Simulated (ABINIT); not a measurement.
# AgCl (Pm-3m) in ABINIT: equation of state

How stiff is AgCl in PBE, and what volume does it want? The cell is scaled to several volumes.

All numbers are computed with ABINIT 10.8.3 (patched build); they aren't measurements. Logs are shortened: lines on timing, memory, paths and dates and some standing lists are left out, and cuts for length are marked. The log counts tension as positive stress, the text compression.

## Step 1: The structure

The structure is cubic, space group Pm-3m (No. 221). The conventional cell has a = 3.434 Å, b = 3.434 Å, c = 3.434 Å, α = 90.00°, β = 90.00°, γ = 90.00°. Ag (site symmetry m-3m) has 8 Cl at 2.97 Å as nearest neighbours. Cl (site symmetry m-3m) is surrounded by 8 Ag at 2.97 Å.

Measurements of this composition are mostly on another form, of space group No. 225.

## Step 2: Equation of state, PBE

File run.abi:

```
# Datasets: one volume each
ndtset 7
getwfk -1
scalecart1 3*0.9795861087
scalecart2 3*0.9864848297
scalecart3 3*0.9932883884
scalecart4 3*1.0000000000
scalecart5 3*1.0066227096
scalecart6 3*1.0131594038
scalecart7 3*1.0196128224

# Pseudopotentials
pp_dirpath "./"
pseudos "Ag.GGA_PBE-JTH.xml, Cl.GGA_PBE-JTH.xml"

# Structure
acell 3*1.0 Angstrom
rprim
     3.4339730000     0.0000000000     0.0000000000
     0.0000000000     3.4339730000     0.0000000000
     0.0000000000     0.0000000000     3.4339730000
ntypat 2
znucl 47 17
natom 2
typat 1 2
xred
     0.0000000000     0.0000000000     0.0000000000
     0.5000000000     0.5000000000     0.5000000000

# Plane-wave basis
ecut 25.0
pawecutdg 47.0

# k points
kptopt 1
ngkpt 8 8 8
nshiftk 1
shiftk 0.0 0.0 0.0

# Exchange and correlation
ixc 11

# Bands and occupations
nband 13
occopt 3
tsmear 0.05 eV

# SCF cycle
nstep 100
tolvrs 1.0e-9

# Output
iomode 3
prtwf 1
prtden 0
prteig 0
prtebands 0
enunit 2
```

Potentials or basis: JTH PAW PBE v2.0.

Command:

```sh
> abinit run.abi > log 2>&1
```

run.abo:

```text
.Version 10.8.3 of ABINIT
 DATASET    1 : space group Pm -3 m (#221); Bravais cP (primitive cubic)
================================================================================
 Values of the parameters that define the memory need for DATASET  1.
     intxc =       0    ionmov =       0      iscf =      17    lmnmax =      18
     lnmax =       6     mgfft =      30  mpssoang =       3    mqgrid =    3001
     natom =       2  nloc_mem =       2    nspden =       1   nspinor =       1
    nsppol =       1      nsym =      48    n1xccc =       1    ntypat =       2
    occopt =       3   xclevel =       2
       mpw =        1554          nfft =       27000          nkpt =          35
 PAW method is used; the additional fine FFT grid is defined by:
   mgfftf=        40    nfftf =     64000
================================================================================
================================================================================
[... 71 lines left out ...]
 DATASET    7 : space group Pm -3 m (#221); Bravais cP (primitive cubic)
================================================================================
 Values of the parameters that define the memory need for DATASET  7.
     intxc =       0    ionmov =       0      iscf =      17    lmnmax =      18
     lnmax =       6     mgfft =      30  mpssoang =       3    mqgrid =    3001
     natom =       2  nloc_mem =       2    nspden =       1   nspinor =       1
    nsppol =       1      nsym =      48    n1xccc =       1    ntypat =       2
    occopt =       3   xclevel =       2
       mpw =        1751          nfft =       27000          nkpt =          35
 PAW method is used; the additional fine FFT grid is defined by:
   mgfftf=        45    nfftf =     91125
================================================================================
================================================================================

--------------------------------------------------------------------------------
------------- Echo of variables that govern the present computation ------------
--------------------------------------------------------------------------------
 -outvars: echo values of preprocessed input variables --------
            acell      1.8897261259E+00  1.8897261259E+00  1.8897261259E+00 Bohr
              amu      1.07868200E+02  3.54527000E+01
             ecut      2.50000000E+01 Hartree
           enunit           2
           getwfk          -1
              ixc          11
           jdtset        1    2    3    4    5    6    7
         kptrlatt        8    0    0      0    8    0      0    0    8
          kptrlen1     5.08543782E+01
          kptrlen2     5.12125194E+01
          kptrlen3     5.15657204E+01
          kptrlen4     5.19141480E+01
          kptrlen5     5.22579603E+01
          kptrlen6     5.25973072E+01
          kptrlen7     5.29323309E+01
            natom           2
            nband          13
           ndtset           7
            ngfft          30      30      30
          ngfftdg1         40      40      40
          ngfftdg2         40      40      40
          ngfftdg3         40      40      40
          ngfftdg4         45      45      45
          ngfftdg5         45      45      45
          ngfftdg6         45      45      45
          ngfftdg7         45      45      45
             nkpt          35
            nstep         100
             nsym          48
           ntypat           2
           occopt           3
        pawecutdg      4.70000000E+01 Hartree
         pawxcdev           0
           prtden           0
        prtebands           0
           prteig           0
            rprim1     3.3638722485E+00  0.0000000000E+00  0.0000000000E+00
                       0.0000000000E+00  3.3638722485E+00  0.0000000000E+00
                       0.0000000000E+00  0.0000000000E+00  3.3638722485E+00
            rprim2     3.3875622701E+00  0.0000000000E+00  0.0000000000E+00
                       0.0000000000E+00  3.3875622701E+00  0.0000000000E+00
                       0.0000000000E+00  0.0000000000E+00  3.3875622701E+00
            rprim3     3.4109255070E+00  0.0000000000E+00  0.0000000000E+00
                       0.0000000000E+00  3.4109255070E+00  0.0000000000E+00
                       0.0000000000E+00  0.0000000000E+00  3.4109255070E+00
            rprim4     3.4339730000E+00  0.0000000000E+00  0.0000000000E+00
                       0.0000000000E+00  3.4339730000E+00  0.0000000000E+00
                       0.0000000000E+00  0.0000000000E+00  3.4339730000E+00
            rprim5     3.4567152060E+00  0.0000000000E+00  0.0000000000E+00
                       0.0000000000E+00  3.4567152060E+00  0.0000000000E+00
                       0.0000000000E+00  0.0000000000E+00  3.4567152060E+00
            rprim6     3.4791620373E+00  0.0000000000E+00  0.0000000000E+00
                       0.0000000000E+00  3.4791620373E+00  0.0000000000E+00
                       0.0000000000E+00  0.0000000000E+00  3.4791620373E+00
            rprim7     3.5013229026E+00  0.0000000000E+00  0.0000000000E+00
                       0.0000000000E+00  3.5013229026E+00  0.0000000000E+00
                       0.0000000000E+00  0.0000000000E+00  3.5013229026E+00
          spgroup         221
           tolvrs      1.00000000E-09
           tsmear      1.83746611E-03 Hartree
            typat      1  2
           useylm           1
           xangst1     0.0000000000E+00  0.0000000000E+00  0.0000000000E+00
                       1.6819361242E+00  1.6819361242E+00  1.6819361242E+00
           xangst2     0.0000000000E+00  0.0000000000E+00  0.0000000000E+00
                       1.6937811350E+00  1.6937811350E+00  1.6937811350E+00
           xangst3     0.0000000000E+00  0.0000000000E+00  0.0000000000E+00
                       1.7054627535E+00  1.7054627535E+00  1.7054627535E+00
           xangst4     0.0000000000E+00  0.0000000000E+00  0.0000000000E+00
                       1.7169865000E+00  1.7169865000E+00  1.7169865000E+00
           xangst5     0.0000000000E+00  0.0000000000E+00  0.0000000000E+00
                       1.7283576030E+00  1.7283576030E+00  1.7283576030E+00
           xangst6     0.0000000000E+00  0.0000000000E+00  0.0000000000E+00
                       1.7395810187E+00  1.7395810187E+00  1.7395810187E+00
           xangst7     0.0000000000E+00  0.0000000000E+00  0.0000000000E+00
                       1.7506614513E+00  1.7506614513E+00  1.7506614513E+00
            xcart1     0.0000000000E+00  0.0000000000E+00  0.0000000000E+00
                       3.1783986361E+00  3.1783986361E+00  3.1783986361E+00
            xcart2     0.0000000000E+00  0.0000000000E+00  0.0000000000E+00
                       3.2007824625E+00  3.2007824625E+00  3.2007824625E+00
            xcart3     0.0000000000E+00  0.0000000000E+00  0.0000000000E+00
                       3.2228575220E+00  3.2228575220E+00  3.2228575220E+00
            xcart4     0.0000000000E+00  0.0000000000E+00  0.0000000000E+00
                       3.2446342469E+00  3.2446342469E+00  3.2446342469E+00
            xcart5     0.0000000000E+00  0.0000000000E+00  0.0000000000E+00
                       3.2661225173E+00  3.2661225173E+00  3.2661225173E+00
            xcart6     0.0000000000E+00  0.0000000000E+00  0.0000000000E+00
                       3.2873316991E+00  3.2873316991E+00  3.2873316991E+00
            xcart7     0.0000000000E+00  0.0000000000E+00  0.0000000000E+00
                       3.3082706821E+00  3.3082706821E+00  3.3082706821E+00
             xred      0.0000000000E+00  0.0000000000E+00  0.0000000000E+00
                       5.0000000000E-01  5.0000000000E-01  5.0000000000E-01
            znucl       47.00000   17.00000

================================================================================

 chkinp: Checking input parameters for consistency, jdtset=   1.

 chkinp: Checking input parameters for consistency, jdtset=   2.
[... 40 lines left out ...]
 getcut: wavevector=  0.0000  0.0000  0.0000  ngfft=  40  40  40
         ecut(hartree)=     47.000   => boxcut(ratio)=   2.03895

--- Pseudopotential description ------------------------------------------------
- pspini: atom type   1  psp file is ./Ag.GGA_PBE-JTH.xml
 Pseudopotential format is: paw10
 basis_size (lnmax)=  6 (lmn_size= 18), orbitals=   0   0   1   1   2   2
 Spheres core radius: rc_sph= 2.51516130
 Shapefunction is BESSEL type: shapef(r,l)=aa(1,l)*jl(q(1,l)*r)+aa(2,l)*jl(q(2,l)*r)
 Radius for shape functions =  2.20290272
 Compensation charge density is not taken into account in XC energy/potential

- pspini: atom type   2  psp file is ./Cl.GGA_PBE-JTH.xml
 Pseudopotential format is: paw10
 basis_size (lnmax)=  4 (lmn_size=  8), orbitals=   0   0   1   1
 Spheres core radius: rc_sph= 1.80364889
 Shapefunction is SIN type: shapef(r)=[sin(pi*r/rshp)/(pi*r/rshp)]**2
 Radius for shape functions =  1.25423680
 Compensation charge density is not taken into account in XC energy/potential

   8.12577831E+02                                ecore*ucvol(ha*bohr**3)
--------------------------------------------------------------------------------

[... 1299 lines left out ...]
-Cartesian components of stress tensor (GPa)         [Pressure= -2.5001E+00 GPa]
- sigma(1 1)=  2.50005380E+00  sigma(3 2)=  0.00000000E+00
- sigma(2 2)=  2.50005380E+00  sigma(3 1)=  0.00000000E+00
- sigma(3 3)=  2.50005380E+00  sigma(2 1)=  0.00000000E+00

== END DATASET(S) ==============================================================
================================================================================

 -outvars: echo values of variables after computation  --------
            acell      1.8897261259E+00  1.8897261259E+00  1.8897261259E+00 Bohr
           etotal1    -5.3365058638E+01
           etotal2    -5.3365558202E+01
           etotal3    -5.3365834850E+01
           etotal4    -5.3365903891E+01
           etotal5    -5.3365784149E+01
           etotal6    -5.3365515530E+01
           etotal7    -5.3365122390E+01
            fcart1    -0.0000000000E+00 -0.0000000000E+00 -0.0000000000E+00
                      -0.0000000000E+00 -0.0000000000E+00 -0.0000000000E+00
            fcart2    -0.0000000000E+00 -0.0000000000E+00 -0.0000000000E+00
                      -0.0000000000E+00 -0.0000000000E+00 -0.0000000000E+00
            fcart3    -0.0000000000E+00 -0.0000000000E+00 -0.0000000000E+00
                      -0.0000000000E+00 -0.0000000000E+00 -0.0000000000E+00
            fcart4    -0.0000000000E+00 -0.0000000000E+00 -0.0000000000E+00
                      -0.0000000000E+00 -0.0000000000E+00 -0.0000000000E+00
            fcart5    -0.0000000000E+00 -0.0000000000E+00 -0.0000000000E+00
                      -0.0000000000E+00 -0.0000000000E+00 -0.0000000000E+00
[... 38 lines left out ...]
                       0.0000000000E+00  0.0000000000E+00  0.0000000000E+00
           xangst1     0.0000000000E+00  0.0000000000E+00  0.0000000000E+00
                       1.6819361242E+00  1.6819361242E+00  1.6819361242E+00
           xangst2     0.0000000000E+00  0.0000000000E+00  0.0000000000E+00
                       1.6937811350E+00  1.6937811350E+00  1.6937811350E+00
           xangst3     0.0000000000E+00  0.0000000000E+00  0.0000000000E+00
                       1.7054627535E+00  1.7054627535E+00  1.7054627535E+00
           xangst4     0.0000000000E+00  0.0000000000E+00  0.0000000000E+00
                       1.7169865000E+00  1.7169865000E+00  1.7169865000E+00
           xangst5     0.0000000000E+00  0.0000000000E+00  0.0000000000E+00
                       1.7283576030E+00  1.7283576030E+00  1.7283576030E+00
           xangst6     0.0000000000E+00  0.0000000000E+00  0.0000000000E+00
                       1.7395810187E+00  1.7395810187E+00  1.7395810187E+00
           xangst7     0.0000000000E+00  0.0000000000E+00  0.0000000000E+00
                       1.7506614513E+00  1.7506614513E+00  1.7506614513E+00
             xred      0.0000000000E+00  0.0000000000E+00  0.0000000000E+00
                       5.0000000000E-01  5.0000000000E-01  5.0000000000E-01
 Calculation completed.
```

Wall time 2.2 min (1 thread of Arm Neoverse V1, shared host); peak memory 0.16 GiB.

What came out:

* Equilibrium volume: 20.18 Å³/atom
* Bulk modulus: 49 GPa
* Pressure derivative of the bulk modulus: 6.2 (rough: it moves with the points fitted)

Energy against volume, from the lowest point:
| volume (Å³/atom) | energy (meV/atom) |
| --- | --- |
| 19.032 | 11.50 |
| 19.437 | 4.70 |
| 19.842 | 0.94 |
| 20.247 | 0.00 |
| 20.652 | 1.63 |
| 21.057 | 5.28 |
| 21.462 | 10.63 |

Caveat: pressures at fixed basis lie under the slope of the energies.
